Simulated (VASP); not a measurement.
Runs of VASP 6.6.1 on Pt. Symmetry: Fm-3m, No. 225, cubic system. The conventional cell has a = 3.922 Å, b = 3.922 Å, c = 3.922 Å, α = 90.00°, β = 90.00°, γ = 90.00°. Pt (site symmetry m-3m) is surrounded by 12 Pt at 2.77 Å. 

| level | gap on the mesh (eV) | pressure (GPa) | relaxed volume (Å³/atom) |
| --- | --- | --- | --- |
| BEEF-vdW | none | 0.0 | 15.93 |
| vdW-DF-cx | none | 0.0 | 15.19 |
| vdW-DF | none | 0.1 | 16.39 |
| optB88-vdW | none | -0.1 | 15.77 |
| vdW-DF2 | none | 0.0 | (a) |
| rev-vdW-DF2 | none | 0.0 | 15.43 |
| optPBE-vdW | none | 0.0 | (b) |
| optB86b-vdW | none | 0.0 | 15.41 |

Alike in all rows: task relaxation of cell and atoms; potentials or basis VASP PAW PBE potentials, release 64 (Pt); no spin polarisation; cell relaxed; k mesh 12 × 12 × 12; cutoff (eV) 600; smearing fermi-dirac 0.05 eV.

Task: Fill in the values left out.

Result: (a) 17.36; (b) 15.89.

Caveats: the PAW data sets were made with another functional, which shifts forces and pressure a little; the volume moved by over 15 % at a fixed basis, so the end points are rough (some runs); the volume moved by +15 % from the deposited cell, more than functionals usually miss (some runs).

A k mesh can miss the band edges, and the runs leave out spin-orbit coupling on Pt.

A gap of «none» marks a metal or a gap under the smearing width.

Runs at the PBE level aren't shown here.
